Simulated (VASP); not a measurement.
SrCl2, 3 atoms in the cell. Symmetry: Fm-3m, No. 225, cubic system. Conventional cell: a = 6.919 Å, b = 6.919 Å, c = 6.919 Å, α = 90.00°, β = 90.00°, γ = 90.00°. Around Sr (site symmetry m-3m) lie 8 Cl at 3.00 Å. Cl (site symmetry -43m) is surrounded by 4 Sr at 3.00 Å. 

| Item | Value |
| --- | --- |
| Program | VASP 6.6.1 |
| Task | dielectric tensor |
| Functional | PBEsol |
| Potentials or basis | VASP PAW PBE potentials, release 64 (Sr_sv, Cl) |
| Cutoff | 600 eV |
| k mesh | 12 × 12 × 12 |
| Occupations | gaussian, width 0.03 eV |
| Spin | no spin polarisation |
| Monkhorst-Pack mesh | yes |
| Further INCAR settings | ALGO = Normal; EDIFF = 1e-08 |

Potentials or basis: VASP PAW PBE potentials, release 64 (Sr_sv, Cl).

The run is started by

```sh
$ cat potpaw_PBE.64/Sr_sv/POTCAR potpaw_PBE.64/Cl/POTCAR > POTCAR
$ mpirun -np 2 vasp_std > vasp.out
```

Hardware: 2 MPI ranks on AMD EPYC 9R45 (Zen 5), on a shared host.

Q: Estimate the wall time of this run.

A: It took 39 min on 2 MPI ranks on AMD EPYC 9R45 (Zen 5), with other jobs on the host, peak memory 1.7 GiB a rank. Counts: scf iterations 172, k points 182.
